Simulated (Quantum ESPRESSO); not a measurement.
**H: single point with PBE**

Crystal: H.

```
CELL_PARAMETERS angstrom
2.64964 0.00000 0.00000
0.00000 2.64964 0.00000
0.00000 0.00000 0.98049
ATOMIC_POSITIONS crystal
H 0.00000 0.00000 0.50000
```

```json
{
 "Program": "Quantum ESPRESSO 7.5",
 "Task": "single point",
 "Functional": "PBE",
 "Potentials or basis": "SSSP 1.3 efficiency PBE",
 "Cutoff": "816 eV",
 "Density cutoff": "6531 eV",
 "k mesh": "10 × 10 × 26",
 "Occupations": "fermi-dirac, width 0.05 eV",
 "Spin": "no spin polarisation"
}
```

The pressure is 1.8 GPa. The band gap on the k mesh is none (metal or under the smearing width).

Stress tensor (GPa, compression positive):
```
2.61 0.00 0.00
0.00 2.61 0.00
0.00 0.00 0.19
```

Levels at points of the mesh, in eV from the Fermi level:
| k point | band 1 | band 2 | band 3 | band 4 |
| --- | --- | --- | --- | --- |
| (0.00, 0.00, 0.00) | -11.00 | 9.88 | 15.69 | 15.69 |
| (0.00, 0.00, -0.50) | 24.04 | 31.47 | 46.93 | 51.86 |
| (0.00, -0.50, 0.00) | -9.56 | 2.75 | 16.54 | 18.68 |
| (0.00, -0.50, -0.50) | 24.90 | 33.76 | 41.69 | 42.03 |
| (-0.50, -0.50, 0.00) | -8.41 | 6.56 | 6.56 | 10.07 |
| (-0.50, -0.50, -0.50) | 25.59 | 35.66 | 45.41 | 45.41 |

Wall time 2.9 s on 1 thread of AMD EPYC 9R14 (Zen 4) (shared host), peak memory 0.05 GiB.
